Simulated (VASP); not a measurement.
All values below come from revPBE GGA, VASP's PBE PAW potentials (set 64) (plane waves; VASP 6.6.1).

VASP input:

KPOINTS:
```
k-points along high-symmetry lines
15
Line-mode
Reciprocal
  0.000000   0.000000   0.000000 ! GAMMA
  0.500000   0.000000   0.500000 ! X

  0.500000   0.000000   0.500000 ! X
  0.625000   0.250000   0.625000 ! U

  0.375000   0.375000   0.750000 ! K
  0.000000   0.000000   0.000000 ! GAMMA

  0.000000   0.000000   0.000000 ! GAMMA
  0.500000   0.500000   0.500000 ! L

  0.500000   0.500000   0.500000 ! L
  0.500000   0.250000   0.750000 ! W

  0.500000   0.250000   0.750000 ! W
  0.500000   0.000000   0.500000 ! X
```

**INCAR**
```
ISMEAR=0
LCHARG=.FALSE.
SIGMA=0.05   ! width (eV)
LREAL=.FALSE.
LWAVE=.FALSE.
LASPH=.TRUE.   ! aspherical one-centre terms
ALGO=Normal   ! blocked Davidson
LORBIT=11   ! lm-projected
ENCUT=520   ! plane-wave cut-off (eV)
PREC=Accurate
ICHARG=11
GGA=RE   ! revPBE
EDIFF=1E-7
SYSTEM=Li2O
NELM=100   ! most electronic steps
```

**POSCAR**
```
Li2O
1
    0.0000000000     2.3407186263     2.3407186263
    2.3407186263     0.0000000000     2.3407186263
    2.3407186263     2.3407186263     0.0000000000
Li O
2 1
Direct
  0.2500000000   0.2500000000   0.2500000000
  0.7500000000   0.7500000000   0.7500000000
  0.0000000000   0.0000000000   0.0000000000
```

POTCAR, in this order: Li_sv O (PBE.64 set). Program: vasp_std. Read from the step before: CHGCAR.

The run wrote:

OSZICAR:
```
       N       E                     dE             d eps       ncg     rms          rms(c)
DAV:   1     0.405851833904E+02    0.40585E+02   -0.61382E+03  1800   0.129E+03
DAV:   2    -0.829759210797E+01   -0.48883E+02   -0.46236E+02  2218   0.222E+02
DAV:   3    -0.130101103264E+02   -0.47125E+01   -0.46928E+01  3026   0.585E+01
DAV:   4    -0.131215846537E+02   -0.11147E+00   -0.11134E+00  2402   0.867E+00
DAV:   5    -0.131227938291E+02   -0.12092E-02   -0.12091E-02  2568   0.761E-01
DAV:   6    -0.131228059694E+02   -0.12140E-04   -0.12140E-04  2418   0.598E-02
DAV:   7    -0.131228061502E+02   -0.18074E-06   -0.18075E-06  2600   0.564E-03
DAV:   8    -0.131228061515E+02   -0.13125E-08   -0.12947E-08  2206   0.480E-04
   1 F= -.13122806E+02 E0= -.13122806E+02  d E =-.115898E-22
```

File OUTCAR:
```
 val. band max:        1.2791476723   @ k =   0.0000   0.0000   0.0000

 cond. band min:       6.2781532422   @ k =   0.5000   0.0000   0.5000



 k-point     1 :       0.0000    0.0000    0.0000
  band No.  band energies     occupation
      1     -42.0037      2.00000
      2     -41.7227      2.00000
      3     -14.1797      2.00000
      4       1.2791      2.00000
      5       1.2791      2.00000
      6       1.2791      2.00000
      7       6.3379      0.00000
      8      13.1739      0.00000
      9      13.1739      0.00000
     10      13.1740      0.00000

 k-point     2 :       0.0357    0.0000    0.0357
  band No.  band energies     occupation
      1     -42.0026      2.00000
      2     -41.7236      2.00000
      3     -14.1765      2.00000
      4       1.2413      2.00000
      5       1.2606      2.00000
      6       1.2606      2.00000
      7       6.3864      0.00000
      8      13.1833      0.00000
      9      13.1833      0.00000
     10      13.2083      0.00000

 k-point     3 :       0.0714    0.0000    0.0714
  band No.  band energies     occupation
      1     -41.9985      2.00000
      2     -41.7264      2.00000
      3     -14.1666      2.00000
      4       1.1352      2.00000
      5       1.2061      2.00000
      6       1.2061      2.00000
      7       6.5236      0.00000
      8      13.2123      0.00000
      9      13.2123      0.00000
     10      13.3108      0.00000

 k-point     4 :       0.1071    0.0000    0.1071
  band No.  band energies     occupation
      1     -41.9921      2.00000
      2     -41.7312      2.00000
      3     -14.1508      2.00000
      4       0.9788      2.00000
      5       1.1197      2.00000
      6       1.1197      2.00000
      7       6.7195      0.00000
      8      13.2636      0.00000
      9      13.2636      0.00000
     10      13.4788      0.00000

 k-point     5 :       0.1429    0.0000    0.1429
  band No.  band energies     occupation
...
```

The density is held fixed in this step, so its total energy and stress have no physical meaning.

The compound is Li2O in the antifluorite structure. It was relaxed first.
